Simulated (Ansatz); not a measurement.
A 4-atom cell of PbSe (I4/mmm) from a materials database, relaxed with r2SCAN+rVV10. It is tetragonal, I4/mmm (No. 139); a = 4.347 Å, c = 13.077 Å in the conventional setting, 30.89 Å³ an atom. Pb is surrounded by 5 Se at 2.79–3.07 Å; Se is surrounded by 5 Pb at 2.79–3.07 Å.

The questions ask for values computed with Ansatz on this geometry. The values are computed, non-magnetic, and not measurements.

Task: Is there a gap with r2SCAN, and of what kind?

Result: The r2SCAN gap is indirect, 0.75 eV (M–S (0.94 of the way from M) to M), below the direct gap of 1.44 eV at M–S (0.80 of the way from M).

Task: What does LDA give for the gap (6×6×6 mesh)?

Result: LDA gives an indirect gap of 0.45 eV, from M–S (0.94 of the way from M) to M; the least direct gap is 1.08 eV at G–M (0.63 of the way from G). The gap differs by -0.30 eV from r2SCAN's.

Task: How does the gap change from r2SCAN to PBE+SOC (6×6×6)?

Result: The PBE+SOC gap is indirect, 0.45 eV (M–S (0.94 of the way from M) to M), below the direct gap of 0.71 eV at M–S (0.94 of the way from M). Spin-orbit coupling itself accounts for -0.13 eV. The gap differs by -0.30 eV from r2SCAN's.

Task: How does the gap change from r2SCAN to HSE06 (4×4×4)?

Result: The HSE06 gap is indirect, 1.00 eV (M–S (0.94 of the way from M) to M), below the direct gap of 1.67 eV at S₀–Γ (0.10 of the way from S₀). The gap differs by +0.25 eV from r2SCAN's.

Task: How does the gap change from r2SCAN to PBE0 (4×4×4)?

Result: With PBE0 the valence top lies at M–S (0.94 of the way from M) and the conduction bottom at M, 1.56 eV higher; the smallest vertical gap, at S₀–Γ (0.10 of the way from S₀), is 2.26 eV. The gap differs by +0.81 eV from r2SCAN's.

Task: How do the levels compare, in gap and in cost?

Result: r2SCAN covers 42 % of the step from PBE to HSE06, while HSE06 needs about 13 times r2SCAN's cost (on a coarser mesh). Spin-orbit coupling moves the least or the direct gap by up to 0.51 eV, so it has to be included where a tenth of an eV counts. All these functionals give a gap of the same kind, indirect.

Only the levels marked +SOC include spin-orbit coupling.

Where an edge lies off the special points, it is a point of the mesh or the k point where a search put PBE's edge or least direct gap, reused for the other functionals, whose own edges may lie a little apart.

The meshes of the hybrids are coarse, so their gaps aren't converged to the digits shown.
